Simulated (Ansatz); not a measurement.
This log comes from Ansatz, run on MgSe (started from an entry of an open crystallographic database). The cell was relaxed with r2SCAN and then strained (uniaxial +5.75 % along z, other directions held), with the atoms relaxed again with r2SCAN; k points keep the names of the unstrained zone.

Structure:
```
CELL_PARAMETERS angstrom
0.00000 2.73628 2.89361
2.73628 0.00000 2.89361
2.73628 2.73628 0.00000
ATOMIC_POSITIONS crystal
Mg 0.00000 0.00000 0.00000
Se 0.50000 0.50000 0.50000
```

Output, abridged:
```
scf.n_extra_bands = 4 over 13 filled bands (N_el = 26.0): the run solves 17 bands
Functional definition: PBE
Crystal: 2 atoms, lattice volume = 43.330 Å³
Basis set: ecut = 420 eV, 885 PW (Γ)
Symmetry: 16 space group operations
Space group: I4/mmm (ITA 139)
k-points: 59 of 512
preconditioner: auto → none  [insulator: Δε(μ)=1.478 eV  σ=0.020 eV  ℏωp=16.0 eV]
SCF 1 converged in 6 iterations: F = -7395.335862 eV  dr2 = 4.87e-9
NSCF: frozen V_eff on 7 k-points
SCF converged after 6 iterations
Free energy (F): -7395.335862 eV
Fermi energy:    7.814607 eV
--- Forces (eV/Å), atoms counted from 1 ---
  atom   1  Mg      0.00000      0.00000      0.00000
  atom   2  Se      0.00000      0.00000      0.00000
--- Stress (GPa, compression-positive) ---
       -0.589246       0.000000       0.000000
        0.000000      -0.589246       0.000000
        0.000000       0.000000      -3.940296
  P = ⅓ Tr σ = -1.7063 GPa (-17.063 kbar)
--- Band table (eV; the first three rows and the last of 59) ---
  k-point 0: bands = […, -35.2877, -35.2877, -5.6817, 6.8257, 6.8257, 7.0710, 9.0984, 14.0310, 14.5437, 14.5437]
  k-point 1: bands = […, -35.2880, -35.2877, -5.5638, 5.7238, 6.7666, 6.8866, 10.0815, 13.9688, 14.3009, 14.7701]
  k-point 2: bands = […, -35.2887, -35.2876, -5.2509, 4.0691, 6.6265, 6.6370, 10.8094, 13.5384, 14.2284, 14.3965]
  k-point 58: bands = […, -35.2885, -35.2885, -4.5583, 3.0038, 5.4392, 5.4392, 8.8096, 11.1920, 17.6224, 18.7368]
```

The file bands.tsv (bands near the Fermi energy, numbered from 0, rounded):
```tsv
# k_distance	band_8	band_9	band_10	band_11	band_12	band_13	band_14	band_15	band_16
# fermi_ev = 7.814607
# [0, 0, 0] at k_distance = 0.000000
# [0.5, 0, 0.5] at k_distance = 1.148127
# [0.625, 0.25, 0.625] at k_distance = 1.543170
# [0.375, 0.375, 0.75] at k_distance = 2.240026
# [0.5, 0.5, 0.5] at k_distance = 2.917861
# [0.5, 0.25, 0.75] at k_distance = 3.707946
# [0, 0.5, 0.5] at k_distance = 4.991591
# levels_relative_to = fermi_ev
0.000	-43.102	-13.496	-0.989	-0.989	-0.744	1.284	6.216	6.729	6.729
1.148	-43.104	-12.200	-4.797	-2.836	-2.350	0.757	3.205	9.848	10.366
1.543	-43.104	-12.229	-4.353	-3.959	-2.250	1.982	5.178	7.646	8.618
2.240	-43.103	-12.323	-4.326	-4.021	-2.055	2.305	5.548	7.805	8.315
2.918	-43.102	-12.525	-5.494	-1.497	-1.335	2.821	4.939	5.402	7.240
3.708	-43.103	-12.252	-3.873	-3.869	-3.379	3.571	6.065	6.573	6.841
4.992	-43.104	-12.200	-4.797	-2.836	-2.350	0.757	3.205	9.848	10.366
```
In order the rows are Γ, X, U, K, L, W, X.

**Question.** Write the input file that gave this output.

**Answer.**
```yaml
crystal:
  # lattice and atoms as above
kpoints:
  mp_grid: { grid: [8, 8, 8] }
  band_path:
    path:
      - [0.0, 0.0, 0.0]
      - [0.5, 0.0, 0.5]
      - [0.625, 0.25, 0.625]
      - [0.375, 0.375, 0.75]
      - [0.5, 0.5, 0.5]
      - [0.5, 0.25, 0.75]
      - [0.0, 0.5, 0.5]
    npoints: 1
hamiltonian:
  xc: pbe
scf:
  occupations: { method: fermi_dirac, width: 0.02 }
  n_extra_bands: 4
output:
  forces: true
  stress: true
  eigenvalues: true
```
A single point prints forces and stress when the output block asks for them. Not every key shows in the log; this is the file that was used.

Command: `ansatz run input.yaml --threads 4 --pin off --max-ram 4608MiB --backend cpu --events-out ev --progress --plain --runs-dir out`. It took 0.82 s on 4 threads of Arm Neoverse V2, with other jobs on the host, load about 0.7 per core; peak host memory 0.33 GiB.

(Simulation; spin polarisation is off.)

The runs are scalar-relativistic, without spin-orbit coupling.
